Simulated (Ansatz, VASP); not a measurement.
One calculation of InPd, two programs

```
In Pd
1.0
     3.27188    0.00000    0.00000
     0.00000    3.27188    0.00000
     0.00000    0.00000    3.27188
In Pd
1 1
Cartesian
  -0.0221 0.0011 0.0274
  1.6003 1.6584 1.6093
```

Change from the starting cell: atoms moved at random, drawn with an rms of 0.05 Å.

Alike in both runs: task single point; functional PBEsol; k mesh 8 × 8 × 8; occupations fermi-dirac, width 0.05 eV; no spin polarisation.

```csv
,VASP,Ansatz
version,VASP 6.6.1,Ansatz 0.2.0
potentials or method,"VASP PAW PBE potentials, release 64 (In_d, Pd)",Ansatz PAW
plane-wave cutoff (eV),520,420
valence electrons in the cell,23,31
```

|  | VASP | Ansatz | Ansatz less VASP |
| --- | --- | --- | --- |
| gap on the k mesh at the Fermi level (eV) | none | none | - |
| pressure (GPa) | -2.7 | -2.8 | -0.08 |
| largest component of the traceless stress (GPa) | 0.11 | 0.11 | -0.001 |
| rms of the force components (eV/Å) | 0.131 | 0.129 | -0.0020 |

Atom by atom the forces differ by 0.002 eV/Å (rms over components). A gap of «none» marks a metal or a gap that the smearing closes. The functional is the same, so the differences come from potentials, cutoffs and numerics. The two sets of potentials don't hold the same shells in valence.

Caveats: the PAW data sets were made with another functional, which shifts forces and pressure a little (VASP); the PAW data sets come from PBE, with cores solved anew for the run's functional, which leaves a small shift of forces and pressure (Ansatz).
